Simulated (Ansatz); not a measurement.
# BN under changes of volume

One of the cells (8.967 Å³/atom); the others are scaled copies at fixed shape and fractional positions:

```xyz
4
Lattice="2.4982 0.0000 0.0000 -1.2491 2.1635 0.0000 0.0000 0.0000 6.6357" Properties=species:S:1:pos:R:3 pbc="T T T"
N     1.2491    0.7212    1.6589
N     0.0000    1.4424    4.9768
B     1.2491    0.7212    4.9768
B     0.0000    1.4424    1.6589
```

- Program: Ansatz 0.2.0
- Functional: PBE
- Potentials or basis: Ansatz PAW polarizable
- Cutoff: 420 eV (not typed: the program's choice for these potentials)
- k mesh: 12 × 12 × 4
- Occupations: fermi-dirac, width 0.05 eV
- Spin: no spin polarisation

```csv
volume (Å³/atom),energy over the lowest point (meV/atom),pressure (GPa),gap on the mesh (eV)
8.429,48.07,22.6,4.36
8.608,26.41,16.2,4.34
8.787,11.54,10.4,4.32
8.967,2.94,5.1,4.29
9.146,0.00,0.2,4.27
9.325,2.30,-4.2,4.25
9.505,?,?,?
```

Q: What does the run at 9.505 Å³/atom give?

A: Energy over the lowest point 9.36 meV/atom; pressure -8.3 GPa; gap on the mesh 4.22 eV.

Worked out: A Birch-Murnaghan fit of order 3 (a polynomial in V^(-2/3)) to the other rows has its minimum at 9.15 Å³/atom with B0 = V·E''(V) = 236 GPa and B' = 3.7 at fixed shape and positions, which overstates the stiffness. It gives 9.36 meV/atom at 9.505 Å³/atom, against the run's 9.36, and -dE/dV = -8.3 GPa, against -8.3. A straight line through the other rows of the gap, of slope -1.12 eV per unit of ln V, extrapolates to 4.23 eV, against the run's 4.22.

Energies are extrapolated to zero smearing.

Caveats: this functional lacks dispersion, which binds the layers, so the pressure and a relaxed spacing across them are unreliable.

A mesh can miss the band edges.
